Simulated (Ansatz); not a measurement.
**Cd under strains and displacements**

All numbers below come from DFT PBEsol, scalar-relativistic, plane waves, PAW (Ansatz).

Cutoff 420 eV; k points 14×14×14 on the computed 1-atom cell (Γ-centred); Gaussian smearing, width 0.10 eV; no spin polarisation.

Reference cell:

```yaml
crystal:
  lattice:
    - [0.00000, 2.21815, 2.21815]
    - [2.21815, 0.00000, 2.21815]
    - [2.21815, 2.21815, 0.00000]
  atoms:
    - { symbol: Cd, position: [0.00000, 0.00000, 0.00000] }
```

Each variant moves atoms of this cell by the vectors given, if any (Å), and then applies a symmetric strain (tensor components, Cartesian axes). The reference cell isn't relaxed at this level. Energies are per atom at zero smearing, counted from the lowest variant. Pressure is positive in compression.

1. strain (xx yy zz yz xz xy, %) 7.31 1.72 3.91 1.15 -0.35 1.54
2. strain (xx yy zz yz xz xy, %) 1.78 0.09 3.93 -1.13 0.18 -0.58
3. strain (xx yy zz yz xz xy, %) 4.00 5.86 4.71 0.56 -0.19 -0.06

```json
{"result": "A", "ΔE (meV/atom)": "68.1", "P (GPa)": "-6.42"}
{"result": "B", "ΔE (meV/atom)": "56.9", "P (GPa)": "-5.96"}
{"result": "C", "ΔE (meV/atom)": "0.0", "P (GPa)": "-4.35"}
```

(1) Which variant gave which result?

Answers

(1) A is 3, B is 1, C is 2. The pressure falls as the cell grows: from the smallest volume to the largest the variants are 2, 1, 3.

This fcc form isn't the element's structure at ambient conditions.